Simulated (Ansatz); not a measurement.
Hg: do energies and stresses tell the same story?

Computed with Ansatz 0.2.0, DFT PBE, scalar-relativistic, plane waves, PAW.

Cutoff 420 eV; k points 16×16×16 on the computed 2-atom cell (Γ-centred); Gaussian smearing, width 0.10 eV; no spin polarisation.

Relaxed cell: I4_1/amd, a = 6.011 Å, b = 6.011 Å, c = 3.205 Å, α = 90.00°, β = 90.00°, γ = 90.00°, 2 atoms in the primitive cell. This form isn't the element's structure at ambient conditions.

Energies at zero smearing and pressures from the stress tensor, at volumes with shape and atoms relaxed:
```json
{"V (Å³/atom)": "25.476", "E − E(first) (meV/atom)": "0.00", "P (GPa)": "3.495"}
{"V (Å³/atom)": "26.344", "E − E(first) (meV/atom)": "-15.16", "P (GPa)": "2.211"}
{"V (Å³/atom)": "27.213", "E − E(first) (meV/atom)": "-24.32", "P (GPa)": "1.257"}
{"V (Å³/atom)": "28.081", "E − E(first) (meV/atom)": "-29.16", "P (GPa)": "0.542"}
{"V (Å³/atom)": "28.950", "E − E(first) (meV/atom)": "-30.63", "P (GPa)": "-0.007"}
{"V (Å³/atom)": "29.818", "E − E(first) (meV/atom)": "-29.39", "P (GPa)": "-0.383"}
{"V (Å³/atom)": "30.687", "E − E(first) (meV/atom)": "-26.59", "P (GPa)": "-0.578"}
{"V (Å³/atom)": "31.845", "E − E(first) (meV/atom)": "-22.03", "P (GPa)": "-0.688"}
```

Question: Check P = −dE/dV between neighbouring volumes, and get the bulk modulus from the pressures alone.

Answer: With 1 eV/Å³ = 160.2 GPa:
```json
{"middle V (Å³/atom)": "25.910", "−ΔE/ΔV (GPa)": "2.797", "mean P (GPa)": "2.853"}
{"middle V (Å³/atom)": "26.779", "−ΔE/ΔV (GPa)": "1.689", "mean P (GPa)": "1.734"}
{"middle V (Å³/atom)": "27.647", "−ΔE/ΔV (GPa)": "0.893", "mean P (GPa)": "0.899"}
{"middle V (Å³/atom)": "28.516", "−ΔE/ΔV (GPa)": "0.271", "mean P (GPa)": "0.267"}
{"middle V (Å³/atom)": "29.384", "−ΔE/ΔV (GPa)": "-0.228", "mean P (GPa)": "-0.195"}
{"middle V (Å³/atom)": "30.253", "−ΔE/ΔV (GPa)": "-0.516", "mean P (GPa)": "-0.481"}
{"middle V (Å³/atom)": "31.266", "−ΔE/ΔV (GPa)": "-0.631", "mean P (GPa)": "-0.633"}
```

The two differ by 0.056 GPa at most. The mean of two end pressures misses the average over a step by about ΔV² P″/12, up to 0.027 GPa here; with that taken off 0.031 GPa remains, from the smearing term (the stress is the derivative of the free energy), the finite cutoff, the mesh or the relaxation's tolerance. Around V = 28.950 Å³/atom, the two neighbours give B = −V ΔP/ΔV = 28.950 × 0.925 / 1.737 = 15.4 GPa, against B0 = 14.3 GPa from the Birch–Murnaghan fit of the energies, which describes these points poorly (B0' = 11.2).

Spin–orbit coupling is left out, which can shift energies with elements as heavy as these.